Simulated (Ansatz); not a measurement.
Zn:

```xyz
1
Lattice="-1.5936 1.7766 1.7460 1.5039 -1.5066 1.3864 1.5441 1.4572 -1.4760" Properties=species:S:1:pos:R:3 pbc="T T T"
Zn    0.0000    0.0000    0.0000
```

The cell isn't the ideal one: cell sheared at random, sigma 0.06, atoms nudged by 0.01 Å.

| Quantity | Value |
| --- | --- |
| Program | Ansatz 0.2.0 |
| Task | relaxation of cell and atoms |
| Functional | PBE |
| Potentials or basis | Ansatz PAW |
| Cutoff | 420 eV (not typed: the program's choice for these potentials) |
| k mesh | 11 × 12 × 12 |
| Occupations | fermi-dirac, width 0.05 eV |
| Spin | no spin polarisation |

At the start: volume 15.31 Å³/atom.

Where does the relaxation end?

It ends after 16 steps and the volume is 15.62 Å³/atom (+2.0 %); space group C2/m (No. 12, to 0.05 Å).

Step by step:
| step | energy change (eV) | largest force (eV/Å) | volume (Å³) |
| --- | --- | --- | --- |
| 1 | 0.0000 | 0.0000 | 15.31 |
| 2 | -0.0176 | 0.0000 | 15.46 |
| 3 | -0.0412 | 0.0000 | 15.45 |
| 4 | -0.0614 | 0.0000 | 15.30 |
| 5 | -0.0776 | 0.0000 | 15.27 |
| 6 | -0.0800 | 0.0000 | 15.67 |
| 7 | -0.0808 | 0.0000 | 15.58 |
| 8 | -0.0812 | 0.0000 | 15.68 |
| 9 | -0.0816 | 0.0000 | 15.57 |
| 10 | -0.0816 | 0.0000 | 15.56 |
| 11 | -0.0816 | 0.0000 | 15.56 |
| 12 | -0.0839 | 0.0000 | 15.56 |
| 13 | -0.0840 | 0.0000 | 15.60 |
| 14 | -0.0840 | 0.0000 | 15.63 |
| 15 | -0.0840 | 0.0000 | 15.62 |
| 16 | -0.0840 | 0.0000 | 15.62 |

Final structure:
```
CELL_PARAMETERS angstrom
-1.29913 1.89079 1.77079
1.30118 -1.71402 1.58713
1.29909 1.69613 -1.60807
ATOMIC_POSITIONS crystal
Zn 0.00000 0.00000 0.00000
```

Caveat: the plane-wave basis is chosen anew once the cell has moved, so the energies of steps on either side of that aren't comparable.
